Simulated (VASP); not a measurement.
# A VASP 6.6.1 relaxation on SiC

INCAR

```
LWAVE = .FALSE.
GGA = PS
LASPH = .TRUE.
NELM = 92
SIGMA = 0.02
LREAL = .FALSE.
ENCUT = 600
PSTRESS = -30
NBANDS = 16
PREC = Accurate
ISIF = 3
EDIFFG = -5E-3
LCHARG = .FALSE.
ISMEAR = -1
NSW = 40
EDIFF = 1E-7
IBRION = 2
```

KPOINTS

```
KPOINTS created by Atomic Simulation Environment
0
Gamma
12 12 4
0 0 0
```

POSCAR

```
Si C
 1.0000000000000000
     3.0918273680621127    0.0000000000301718    0.0000000000000000
    -1.5459136840571859    2.6776010448426839   -0.0000000000000000
     0.0000000000000000    0.0000000000000000    5.0742733052383189
 Si  C
   2   2
Cartesian
 -0.0000000000174197  1.7850673632385132 -0.0020976691091829
  1.5459136840223464  0.8925336816343424  2.5350389835099767
 -0.0000000000174197  1.7850673632385132  1.9049501585735527
  1.5459136840223464  0.8925336816343424  4.4420868111927128
```

The recommended PBE PAW datasets give the neutral cell 16 valence electrons.

Command

```
mpirun -np 1 vasp_std
```

OSZICAR

```
N       E                     dE             d eps       ncg     rms          rms(c)
DAV:   1     0.285674580665E+02    0.28567E+02   -0.78371E+03  1824   0.101E+03
DAV:   2    -0.325253390780E+02   -0.61093E+02   -0.55687E+02  2656   0.166E+02
DAV:   3    -0.353203484408E+02   -0.27950E+01   -0.27830E+01  2432   0.325E+01
DAV:   4    -0.353411512899E+02   -0.20803E-01   -0.20801E-01  2184   0.345E+00
DAV:   5    -0.353413496201E+02   -0.19833E-03   -0.19833E-03  2432   0.320E-01    0.121E+01
DAV:   6    -0.319449337845E+02    0.33964E+01   -0.58839E+00  2320   0.148E+01    0.554E+00
DAV:   7    -0.318517052506E+02    0.93229E-01   -0.10089E+00  2552   0.583E+00    0.237E+00
DAV:   8    -0.318229999714E+02    0.28705E-01   -0.52033E-02  2128   0.140E+00    0.577E-01
DAV:   9    -0.318195126241E+02    0.34873E-02   -0.67667E-03  2352   0.553E-01    0.112E-01
DAV:  10    -0.318196632489E+02   -0.15062E-03   -0.70574E-04  2096   0.156E-01    0.532E-02
...
DAV:   4    -0.318207187759E+02    0.20216E-06   -0.59620E-07  2256   0.482E-03    0.125E-03
DAV:   5    -0.318207188652E+02   -0.89272E-07   -0.58803E-08  1016   0.153E-03
   2 F= -.32606257E+02 E0= -.32606257E+02  d E =-.209057E-05
       N       E                     dE             d eps       ncg     rms          rms(c)
DAV:   1    -0.318202431473E+02    0.47563E-03   -0.17053E-04  2096   0.930E-02    0.163E-02
DAV:   2    -0.318202390895E+02    0.40578E-05   -0.62561E-06  2120   0.166E-02    0.786E-03
DAV:   3    -0.318202379193E+02    0.11702E-05   -0.15816E-06  2328   0.760E-03    0.166E-03
DAV:   4    -0.318202376979E+02    0.22141E-06   -0.12574E-07  1304   0.230E-03    0.574E-04
DAV:   5    -0.318202376198E+02    0.78090E-07   -0.17051E-08   936   0.927E-04
   3 F= -.32606268E+02 E0= -.32606268E+02  d E =-.134606E-04
```

From OUTCAR

```
k-points           NKPTS =     57   k-points in BZ     NKDIM =     57   number of bands    NBANDS=     16

   NELECT =      16.0000    total number of electrons

   dimension x,y,z NGX =    28 NGY =   28 NGZ =   42
   dimension x,y,z NGXF=    56 NGYF=   56 NGZF=   84

  energy-cutoff  :      600.00
  volume of cell :       41.98
      direct lattice vectors                 reciprocal lattice vectors
     3.091093736  0.000000000 -0.000000000     0.323510086  0.186778635  0.000000000
    -1.545546868  2.676965701  0.000000000    -0.000000000  0.373557270  0.000000000
     0.000000000  0.000000000  5.073105152     0.000000000  0.000000000  0.197117933

 k-points in reciprocal lattice and weights: KPOINTS created by Atomic Simulation Env
   0.00000000  0.00000000  0.00000000       0.002
   0.08333333 -0.00000000  0.00000000       0.010
   0.16666667  0.00000000  0.00000000       0.010
   0.25000000  0.00000000  0.00000000       0.010
   0.33333333  0.00000000  0.00000000       0.010
   0.41666667  0.00000000  0.00000000       0.010
   0.50000000  0.00000000  0.00000000       0.005
   0.08333333  0.08333333  0.00000000       0.010
   ...

 E-fermi :   8.4667

 k-point     1 :       0.0000    0.0000    0.0000
  band No.  band energies     occupation
      1      -7.4309      2.00000
      2      -3.8826      2.00000
      3      -0.6364      2.00000
      4       6.7260      2.00000
      5       6.7260      2.00000
      6       7.9290      2.00000
      7       8.0406      2.00000
      8       8.0406      2.00000
      9      12.6595      0.00000
     10      14.0363      0.00000
     11      14.5502      0.00000
     12      14.5502      0.00000
     13      15.5966      0.00000
     14      16.8330      0.00000
     15      16.8330      0.00000
     16      19.1416      0.00000

 k-point     2 :       0.0833   -0.0000    0.0000
  band No.  band energies     occupation
      1      -7.3113      2.00000
      2      -3.7803      2.00000
      3      -0.5261      2.00000
      4       6.0380      2.00000
      5       6.5150      2.00000
      6       7.5757      2.00000
      7       7.8511      2.00000
      8       7.9740      2.00000
      9      13.0738      0.00000
     10      14.0499      0.00000
     11      14.5470      0.00000
     12      14.7984      0.00000
     13      15.7741      0.00000
     14      16.5622      0.00000
     15      17.1337      0.00000
     16      18.2847      0.00000

 k-point     3 :       0.1667    0.0000    0.0000
  band No.  band energies     occupation
      1      -6.9554      2.00000
      2      -3.4819      2.00000
      3      -0.2042      2.00000
      4       4.5495      2.00000
      5       6.0385      2.00000
      6       6.4600      2.00000
      7       7.5669      2.00000
      8       7.7532      2.00000
      9      12.7504      0.00000
     10      14.6172      0.00000
     11      14.9788      0.00000
     12      15.1721      0.00000
     13      15.3296      0.00000
     14      16.9319      0.00000
     15      17.4268      0.00000
     16      17.7904      0.00000

 ...

  Total       -0.7834443     -0.7834443     -0.7859239     -0.0000000      0.0000000      0.0000000
  in kB      -29.9012838    -29.9012838    -29.9959227     -0.0000000      0.0000000      0.0000000
  external PRESSURE =       0.0671699 kB  Pullay stress =     -30.0000000 kB

 POSITION                                       TOTAL-FORCE (eV/Angst)
 -----------------------------------------------------------------------------------
     -0.00000      1.78464      5.07097        -0.000000      0.000000     -0.000019
      1.54555      0.89232      2.53442         0.000000      0.000000     -0.000019
     -0.00000      1.78464      1.90455        -0.000000      0.000000      0.000019
      1.54555      0.89232      4.44110         0.000000     -0.000000      0.000019
 -----------------------------------------------------------------------------------
    total drift:                               -0.000000     -0.000000     -0.000062

  FREE ENERGIE OF THE ION-ELECTRON SYSTEM (eV)
  ---------------------------------------------------
  free  energy   TOTEN  =       -31.8202376198 eV

  energy  without entropy=      -31.8202376198  energy(sigma->0) =      -31.82023762
```

```csv
ionic step,ΔH (meV/atom),volume (Å³),largest force (eV/Å),pressure (GPa),electronic steps
1,0.0,42.01,0.001,-3.14,13
2,0.0,41.95,0.001,-2.86,5
3,0.0,41.98,0.000,-2.99,5
```

It converged. Results: relaxed cell vector lengths 3.091, 3.091, 5.073 Å; relaxed cell volume 41.98 Å³.

For comparison, a separate PBEsol relaxation on usual settings, not on those above, ends at 41.40 Å³.

The run above took about 32 s on one core of a shared host (Intel Xeon 6975P-C) and held 0.19 GiB at most.
